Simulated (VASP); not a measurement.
InAs in VASP 6.6.1, single-point calculation

INCAR

```
IBRION = -1
EDIFF = 1E-7
SIGMA = 0.2
ISMEAR = -5
LWAVE = .FALSE.
IVDW = 12
LREAL = .FALSE.
PREC = Accurate
ENCUT = 520
NBANDS = 16
NSW = 0
LASPH = .TRUE.
NELM = 120
LCHARG = .FALSE.
GGA = PE
ISIF = 2
```

KPOINTS

```
KPOINTS created by Atomic Simulation Environment
0
Gamma
8 8 8
0 0 0
```

POSCAR

```
In As
 1.0000000000000000
     0.0000000000000000    2.9934986636000001    3.1184735085000002
     2.9934986636000001    0.0000000000000000    3.1184735085000002
     2.9934986636000001    2.9934986636000001    0.0000000000000000
 In  As
   1   1
Cartesian
  0.0000000000000000  0.0000000000000000  0.0000000000000000
  1.4967493317999998  1.4967493317999998  1.5592367542499999
```

The recommended PBE PAW datasets give the neutral cell 18 valence electrons.

Command

```
mpirun -np 1 vasp_std
```

Problem. Predict the outcome of this run.

Solution. It converged. Results: gap between bands v and c on the k mesh 0.00 eV; least direct gap on the k mesh 0.00 eV; pressure 1.2 GPa. Band v is the last that the valence electrons fill when counted band by band, and c is the next.

OSZICAR

```
N       E                     dE             d eps       ncg     rms          rms(c)
DAV:   1     0.113252114849E+03    0.11325E+03   -0.82517E+03  1896   0.120E+03
DAV:   2    -0.176482040824E+00   -0.11343E+03   -0.10887E+03  2088   0.295E+02
DAV:   3    -0.775293476514E+01   -0.75765E+01   -0.75453E+01  2480   0.749E+01
DAV:   4    -0.794127882112E+01   -0.18834E+00   -0.18831E+00  2320   0.132E+01
DAV:   5    -0.795025347458E+01   -0.89747E-02   -0.89745E-02  2840   0.245E+00    0.447E+00
DAV:   6    -0.769897251987E+01    0.25128E+00   -0.38618E-01  2984   0.102E+01    0.248E+00
DAV:   7    -0.767473201938E+01    0.24241E-01   -0.11385E-01  2600   0.295E+00    0.726E-01
DAV:   8    -0.767581896858E+01   -0.10869E-02   -0.13199E-02  2392   0.129E+00    0.189E-01
DAV:   9    -0.767642859823E+01   -0.60963E-03   -0.98553E-04  2344   0.265E-01    0.112E-01
DAV:  10    -0.767658588142E+01   -0.15728E-03   -0.18890E-04  2536   0.194E-01    0.611E-02
DAV:  11    -0.767663189685E+01   -0.46015E-04   -0.11089E-04  2240   0.116E-01    0.396E-02
DAV:  12    -0.767663260249E+01   -0.70564E-06   -0.60083E-06  2240   0.278E-02    0.727E-03
DAV:  13    -0.767663289859E+01   -0.29609E-06   -0.18405E-06  2416   0.741E-03    0.287E-03
DAV:  14    -0.767663289865E+01   -0.60254E-10   -0.10928E-07  2136   0.296E-03
   1 F= -.83151380E+01 E0= -.83151380E+01  d E =0.000000E+00
```

For comparison, a separate PBE run of the intended cell, on usual settings and not on those above, gives a gap of 0.00 eV on its mesh and a pressure of 3.2 GPa.
